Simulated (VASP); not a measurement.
BaTiO3:

```
Ba Ti O
1.0
     3.99980    0.00000    0.00000
     0.00000    3.99980    0.00000
     0.00000    0.00000    4.01800
Ba Ti O
1 1 3
Cartesian
  0.0000 0.0000 0.0000
  1.9999 1.9999 1.9688
  1.9999 1.9999 0.0763
  1.9999 0.0000 2.0773
  0.0000 1.9999 2.0773
```

| Item | Value |
| --- | --- |
| Program | VASP 6.6.1 |
| Task | relaxation of cell and atoms |
| Functional | LDA |
| Potentials or basis | VASP PAW LDA potentials, release 64 (Ba_sv, Ti_sv, O) |
| Cutoff | 600 eV |
| k mesh | 8 × 8 × 8 |
| Occupations | gaussian, width 0.03 eV |
| Spin | no spin polarisation |

At the start: pressure -6.7 GPa; volume 12.86 Å³/atom.

Task: Where does the relaxation end?

Result: Over 10 steps the energy falls by 11.0 meV/atom and the volume is 12.39 Å³/atom (-3.6 %); space group P4mm (No. 99, to 0.05 Å).

Step by step:
| step | energy change (eV) | largest force (eV/Å) | pressure (GPa) | volume (Å³) |
| --- | --- | --- | --- | --- |
| 1 | 0.0000 | 0.3674 | -6.70 | 64.28 |
| 2 | 0.0180 | 0.4622 | 9.10 | 59.41 |
| 3 | -0.0532 | 0.0662 | 0.00 | 61.95 |
| 4 | -0.0532 | 0.0649 | 0.09 | 61.90 |
| 5 | -0.0544 | 0.0412 | 0.12 | 61.91 |
| 6 | -0.0546 | 0.0365 | 0.13 | 61.91 |
| 7 | -0.0547 | 0.0190 | -0.08 | 61.99 |
| 8 | -0.0547 | 0.0175 | -0.13 | 62.01 |
| 9 | -0.0548 | 0.0164 | 0.09 | 61.95 |
| 10 | -0.0548 | 0.0057 | 0.03 | 61.97 |

Final structure:
```
Ba Ti O
1.0
     3.94178    0.00000    0.00000
     0.00000    3.94178    0.00000
     0.00000    0.00000    3.98863
Ba Ti O
1 1 3
Direct
  0.00000 0.00000 0.00189
  0.50000 0.50000 0.48937
  0.50000 0.50000 0.02221
  0.50000 0.00000 0.51477
  0.00000 0.50000 0.51477
```
